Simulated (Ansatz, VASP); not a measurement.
**Two plane-wave programs on BaHf3O2**

INCAR

```
SYSTEM = BaHf3O2
PREC     = Accurate       ! precision mode
ENCUT    = 520            ! plane-wave cutoff, eV
EDIFF    = 1E-6           ! SCF threshold, eV
ISMEAR   = 0              ! smearing method
SIGMA    = 0.1            ! smearing width, eV
LREAL    = .False.        ! projectors in reciprocal space
LASPH    = .True.         ! aspherical terms in the spheres
NELM     = 60             ! most SCF steps
ALGO     = Normal         ! electronic algorithm
ISIF     = 2              ! what is computed and relaxed
LWAVE    = .False.        ! write WAVECAR
LCHARG   = .False.        ! write CHGCAR
GGA      = PE             ! functional
NBANDS   = 35             ! bands
```

The input KPOINTS:

```
Automatic mesh
0
Gamma
  6 6 2
  0 0 0
```

File POSCAR:

```
BaHf3O2
1.0
    3.5754083300      0.0000000000      0.0000000000
    0.0000000000      3.5754083300      0.0000000000
    0.0000000000      0.0000000000      8.9624384800
Ba Hf O
1 3 2
Direct
    0.0000000000      0.0000000000      0.5000000000
    0.5000000000      0.5000000000      0.8071492200
    0.5000000000      0.5000000000      0.1928507800
    0.0000000000      0.0000000000      0.0000000000
    0.0000000000      0.0000000000      0.1857188600
    0.0000000000      0.0000000000      0.8142811400
```

Input for Ansatz:

```yaml
crystal:
  lattice:
    - [3.57540833, 0.0, 0.0]
    - [0.0, 3.57540833, 0.0]
    - [0.0, 0.0, 8.96243848]
  atoms:
    - { symbol: Ba, position: [0.0, 0.0, 0.5] }
    - { symbol: Hf, position: [0.5, 0.5, 0.80714922] }
    - { symbol: Hf, position: [0.5, 0.5, 0.19285078] }
    - { symbol: Hf, position: [0.0, 0.0, 0.0] }
    - { symbol: O, position: [0.0, 0.0, 0.18571886] }
    - { symbol: O, position: [0.0, 0.0, 0.81428114] }
basis:
  ecutwfc: 420
kpoints:
  mp_grid: { grid: [6, 6, 2] }
hamiltonian:
  xc: pbe
scf:
  occupations: { method: gaussian, width: 0.1 }
  lower_state_search: "off"
output:
  forces: true
  stress: true
  eigenvalues: true
```

Alike in both runs: task single point; functional PBE; k mesh 6 × 6 × 2; occupations gaussian, width 0.1 eV; no spin polarisation.

|  | VASP | Ansatz |
| --- | --- | --- |
| version | VASP 6.6.1 | Ansatz 0.2.0 |
| potentials or method | VASP PAW PBE potentials, release 64 (Ba_sv, Hf_pv, O) | scalar-relativistic, plane waves, PAW |
| plane-wave cutoff (eV) | 520 | 420 |
| valence electrons in the cell | 52 | 100 |

Ansatz gave:

| Property | Result |
| --- | --- |
| gap on the k mesh at the Fermi level (eV) | none |
| rms of the force components (eV/Å) | 6.125 |

Question: Estimate VASP's values.

Answer: gap on the k mesh at the Fermi level (eV): none; rms of the force components (eV/Å): 6.280.

Atom by atom the forces differ by 0.155 eV/Å (rms over components). A gap of «none» marks a metal or a gap that the smearing closes. The functional is the same, so the differences come from potentials, cutoffs and numerics. The two sets of potentials don't hold the same shells in valence.

Caveats: forces of over 1 eV/Å show positions far from the minimum, so gaps and moduli don't describe the material at rest. The runs have no spin-orbit coupling, so splittings on Ba, Hf are missing.
